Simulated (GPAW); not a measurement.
# GaAs (F-43m) in GPAW: further runs, part 3 of 3

GPAW 26.7.0.

## 6. Optical spectrum by the Bethe-Salpeter equation, GLLB-SC

The input, run.py:

```python
import numpy as np
from ase.dft.bandgap import bandgap
from ase.io import read, write
from gpaw import GPAW, PW
from gpaw.response.bse import BSE

atoms = read('GaAs.xyz')

calc = GPAW(mode=PW(500),
            xc='GLLBSC',
            kpts={'size': (7, 7, 7), 'gamma': True},
            occupations={'name': 'fermi-dirac', 'width': 0.001},
            nbands=11,
            convergence={'density': 1e-06},
            maxiter=150,
            txt='gpaw.txt')
atoms.calc = calc
energy = atoms.get_potential_energy()
calc.write('gs.gpw')
write('result.traj', atoms)
print('Fermi level:', round(calc.get_fermi_level(), 4), 'eV')
print(f'Gap: {bandgap(calc)[0]:.4f} eV, direct: {bandgap(calc, direct=True)[0]:.4f} eV')

dense = calc.fixed_density(kpts={'size': (6, 6, 6), 'gamma': True},
                           nbands=50, convergence={'bands': 44},
                           update_fermi_level=True, txt='dense.txt')
dense.write('dense.gpw', mode='all')
gap = bandgap(dense, direct=True)[0]
print(f'Direct gap on the dense mesh: {gap:.4f} eV')

bse = BSE('dense.gpw',
          ecut=50,
          valence_bands=range(1, 4),
          conduction_bands=range(4, 6),
          nbands=44,
          mode='BSE',
          integrate_gamma='sphere',
          direction=2,
          txt='bse.txt',
          eshift=1)
bse.get_dielectric_function(w_w=np.linspace(0, 11, 221), eta=0.1, filename='bse.csv', write_eig='eig.dat')
_, energies, weights = np.loadtxt('eig.dat', unpack=True)
bright = energies[weights > 1e-3 * weights.max()]
print(f'Lowest exciton {energies.min():.4f} eV, lowest bright one {bright.min():.4f} eV')
```

The input, GaAs.xyz:

```xyz
2
Lattice="0.0000000000 2.8268500000 2.8268500000 2.8268500000 0.0000000000 2.8268500000 2.8268500000 2.8268500000 0.0000000000" Properties=species:S:1:pos:R:3 pbc="T T T"
As     4.2402750000      4.2402750000      4.2402750000
Ga     0.0000000000      0.0000000000      0.0000000000
```

Potentials or basis: the program's PAW data sets (release 1.2.1) made for this functional, pw.

Run with:

```console
$ OMP_NUM_THREADS=1 python run.py
```

gpaw.txt:

```text
___ ___ ___ _ _ _
 |   |   |_  | | | |
 | | | | | . | | | |
 |__ |  _|___|_____|  26.7.0
 |___|_|

Input parameters:
  convergence: {density: 1e-06}
  kpts: {gamma: True,
         size: (7, 7, 7)}
  maxiter: 150
  mode: {ecut: 500.0,
         name: pw}
  nbands: 11
  occupations: {name: fermi-dirac,
                width: 0.001}
  xc: GLLBSC

System changes: positions, numbers, cell, pbc, initial_charges, initial_magmoms

Initialize ...

species:
  As:
    name:    Arsenic
    Z:       33.0
    valence: 5
    core:    28
    charge:  0.0  # [|e|]
    compensation charges:
      type: gauss
      rc: 0.33  # [Å]
      lmax: 2
    cutoffs:
      filter: 1.87  # [Å]
      core: 2.96  # [Å]
    projectors
    | kind |    occ | energy [eV] | rcut [Å] |
    |------|--------|-------------|----------|
    |   4s |  2.000 |     -16.478 |    1.058 |
[... 148 lines left out ...]
  2. axis:    yes    2.826850    0.000000    2.826850    21     0.1554
  3. axis:    yes    2.826850    2.826850    0.000000    21     0.1554

  Lengths:   3.997770   3.997770   3.997770
  Angles:   60.000000  60.000000  60.000000

Effective grid spacing dv^(1/3) = 0.1696

iter:   1    -8.414501
iter:   2    -8.875741   -1.46  -0.78
iter:   3    -8.616180   -1.37  -0.77
iter:   4    -8.724398   -2.78  -0.97
iter:   5    -8.863742   -2.11  -1.00
iter:   6    -8.812455   -3.19  -1.66
iter:   7    -8.803773   -3.94  -1.58
iter:   8    -8.819681   -3.23  -1.66
iter:   9    -8.811867   -5.06  -2.68
iter:  10    -8.808197   -5.55  -2.70
iter:  11    -8.808959c  -6.22  -3.34
iter:  12    -8.808646c  -7.59c -4.15
iter:  13    -8.808485c  -8.38c -4.40
iter:  14    -8.808512c  -9.66c -4.98
iter:  15    -8.808504c  -9.85c -5.46
iter:  16    -8.808513c -10.74c -5.38
iter:  17    -8.808513c -11.70c -6.10c

Converged after 17 iterations.

Dipole moment: (3.349954, 3.349954, 3.349954) |e|*Ang

Energy contributions relative to reference atoms: (reference = -114302.559724)

Kinetic:        +44.755538
Potential:      -40.186857
External:        +0.000000
XC:             -13.633343
Entropy (-ST):   -0.000000
Local:           +0.256150
SIC:             +0.000000
--------------------------
Free energy:     -8.808513
Extrapolated:    -8.808513

GLLBSC response reference energy: 4.20433 eV (from HOMO)

Showing only first 2 kpts
 Kpt  Band  Eigenvalues  Occupancy
  0     2      4.20434    2.00000
  0     3      4.20434    2.00000
  0     4      5.00000    0.00000
  0     5      8.14293    0.00000

  1     2      3.43106    2.00000
  1     3      3.43106    2.00000
  1     4      6.86835    0.00000
  1     5      7.47079    0.00000

Fermi level: 4.62713

Gap: 0.796 eV
Transition (v -> c):
  (s=0, k=0, n=3, [0.00, 0.00, 0.00]) -> (s=0, k=0, n=4, [0.00, 0.00, 0.00])
No difference between direct/indirect transitions
Writing to gs.gpw (mode='')
```

chi0.txt:

```text
FrequencyDescriptor(from 0.000 to 0.000 eV, 1 points)
FrequencyDescriptor(from 0.000 to 0.000 eV, 1 points)

Calculating chi0 body with:
    Ground state adapter containing:
    Number of spins: 1
    Number of kpoints: 216
    Number of irreducible kpoints: 16
    Number of completely occupied states: 4
    Number of partially occupied states: 4

    Linear response parametrization:
[... 70 lines left out ...]
    Ground state adapter containing:
    Number of spins: 1
    Number of kpoints: 216
    Number of irreducible kpoints: 16
    Number of completely occupied states: 4
    Number of partially occupied states: 4

    Linear response parametrization:
    q_c: [0.49999999999999994, 0.49999999999999994, 0.49999999999999994]
    Number of frequency points: 1
    Planewave cutoff: 50.0
    Number of bands: 44
    Number of planewaves: 34
    Broadening (eta): 0.001
[... 8 lines left out ...]
Integral kind: response function

Finished calculating chi0
```

Run time: 14 min. Hardware: 1 thread of Arm Neoverse N1, shared host; peak memory 0.36 GiB.

What came out:

```
Band gap on the k mesh, Kohn-Sham part alone, mean-field level : 0.80 eV, direct
Exciton binding energy                                         : 0.07 eV
```

Lowest exciton energies (eV): 1.72, 1.72, 1.72, 3.08, 3.08, 3.08, 3.13, 3.13

Caveat: the band lists can cut through equal levels, which moves peak heights; on so coarse a mesh excitons come out too strongly bound; on this mesh the treatment of q = 0 moves the result by about a tenth of an eV; a model potential gives levels but no total energy; the long-wavelength limit can be off by a per cent or two; response on these states lacks terms of the Hamiltonian; the static dielectric constant lacks the antiresonant part and is too small; spectra need much finer meshes, so this one isn't converged.

## 7. How close it comes

Step 2. The gap isn't set beside the deposited one, since the derivative discontinuity is missing.

Step 3. The gap isn't set beside the deposited one, since the derivative discontinuity is missing. A measured high-frequency dielectric constant of GaAs is 10.89 (300 K; a printed reference work, textbook); the calculated 11.21 misses it by +2.9 %.

Step 5. The gap isn't set beside the deposited one, since the derivative discontinuity is missing.

Step 6. The gap isn't set beside the deposited one, since the derivative discontinuity is missing.
